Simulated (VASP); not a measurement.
Wanted: the native input for a VASP 6.6.1 run.

| Quantity | Value |
| --- | --- |
| Task | single point |
| Functional | LDA |
| Potentials or basis | VASP PAW LDA potentials, release 64 (Si) |
| Cutoff | 520 eV |
| k mesh | 10 × 8 × 10 |
| Occupations | gaussian, width 0.02 eV |
| Spin | no spin polarisation |
| Dipole correction | no |
| Further INCAR settings | ALGO = Fast; EDIFF = 1e-07; NBANDS = 16 |

The structure of Si lies in POSCAR:

```
Si
1.0
    3.8310063354      0.0000000000      0.0000000000
    0.0000000000      5.4178611170      0.0000000000
    0.0000000000      0.0000000000      3.8062867333
Si
4
Direct
    0.0000000000      0.0000000000      0.0000000000
    0.5000000000      0.5000000000      0.5000000000
    0.0000000000      0.2500000000      0.5000000000
    0.5000000000      0.7500000000      0.0000000000
```

One way to write it, as run:

INCAR

```
ALGO = Fast
EDIFF = 1E-7
ENCUT = 520
ISIF = 2
ISMEAR = 0
LASPH = True
LCHARG = False
LREAL = False
LWAVE = False
NBANDS = 16
NELM = 100
PREC = Accurate
SIGMA = 0.02
```

KPOINTS

```
k-points
0
Gamma
  10 8 10
```

Potentials or basis: VASP PAW LDA potentials, release 64 (Si).

Command:

```bash
$ cat potpaw_LDA.64/Si/POTCAR > POTCAR
$ mpirun -np 1 vasp_std > vasp.out
```

Results of the run:

```json
{
 "Pressure": "-0.2 GPa",
 "Largest force": "0.064 eV/Å",
 "Band gap on the k mesh": "0.43 eV"
}
```

Wall time 100 s on 1 thread of AMD EPYC 9R14 (Zen 4), with other jobs on the host, peak memory 0.23 GiB.
